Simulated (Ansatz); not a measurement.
**Ge: random displacements**

All numbers below come from Ansatz, DFT PBEsol, scalar-relativistic, plane waves, PAW. Cutoff 420 eV, Γ-centred 8×8×8 k-points, Gaussian smearing of 0.15 eV. No spin polarisation. Energies are free energies at this smearing, counted from the undisturbed cell; pressure is positive in compression.

The undisturbed cell (relaxed at this level; this form isn't the usual structure):

```
CELL_PARAMETERS angstrom
-3.46966 3.46966 3.46966
3.46966 -3.46966 3.46966
3.46966 3.46966 -3.46966
ATOMIC_POSITIONS crystal
Ge 0.50000 0.00000 0.79584
Ge 0.79584 0.50000 0.00000
Ge 0.00000 0.79584 0.50000
Ge 0.70416 0.70416 0.70416
Ge 0.50000 0.00000 0.20416
Ge 0.20416 0.50000 0.00000
Ge 0.00000 0.20416 0.50000
Ge 0.29584 0.29584 0.29584
```

After a displacement of all atoms with no net shift and a strain of the cell, the run gives ΔE = 55.5 meV/atom; stress (xx, yy, zz, yz, xz, xy; compression positive) (-1.13, 1.67, 0.26, 2.90, 2.17, 2.24) GPa.

| atom | Fx (eV/Å) | Fy | Fz |
| --- | --- | --- | --- |
| Ge1 | 0.688 | 0.889 | 0.597 |
| Ge2 | -0.041 | -0.249 | 0.358 |
| Ge3 | 0.345 | -1.144 | -0.503 |
| Ge4 | 0.313 | 1.130 | 0.455 |
| Ge5 | 0.416 | -0.568 | 0.444 |
| Ge6 | 0.563 | 0.566 | -0.747 |
| Ge7 | -1.481 | 0.066 | 0.483 |
| Ge8 | -0.804 | -0.690 | -1.087 |

Task: Which displacements (Å, in the unstrained cell) and strain were applied?

Result:
| atom | ux | uy | uz |
| --- | --- | --- | --- |
| Ge1 | -0.13 | -0.04 | -0.05 |
| Ge2 | -0.04 | 0.06 | -0.07 |
| Ge3 | -0.01 | 0.02 | 0.06 |
| Ge4 | -0.01 | 0.01 | 0.02 |
| Ge5 | -0.01 | -0.04 | -0.04 |
| Ge6 | -0.04 | 0.00 | 0.07 |
| Ge7 | 0.16 | -0.06 | -0.05 |
| Ge8 | 0.09 | 0.03 | 0.07 |
Strain (Voigt, engineering shear): (0.0184, -0.0062, -0.0063, -0.0133, -0.0100, -0.0123).

Cost: 1 run of about 1.8 core-minutes, on AMD EPYC 9R45 (Zen 5) (shared hosts).